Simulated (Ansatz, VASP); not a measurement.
## Ge: VASP beside Ansatz

```
Ge
1.0
    -2.49590    2.65086    1.43695
     2.49590   -2.65086    1.43695
     2.49590    2.65086   -1.43695
Ge
2
Direct
  0.66934 0.93133 0.76042
  0.33604 0.09825 0.26018
```

Alike in both runs: functional LDA; k mesh 9 × 9 × 9; occupations fermi-dirac, width 0.05 eV; no spin polarisation.

Ansatz relaxed the structure, and its values are those at the end. VASP's run is a single point on that final structure, the one shown.

|  | VASP | Ansatz |
| --- | --- | --- |
| version | VASP 6.6.1 | Ansatz 0.2.0 |
| potentials or method | VASP PAW LDA potentials, release 64 (Ge_d) | PAW with Ansatz's default frozen-core files, scalar-relativistic |
| plane-wave cutoff (eV) | 520 | 420 |
| valence electrons in the cell | 28 | 28 |

```csv
,VASP,Ansatz,Ansatz less VASP
pressure (GPa),-4.1,-4.1,+0.04
```

Ansatz warned: «stress_scf_threshold_loose».
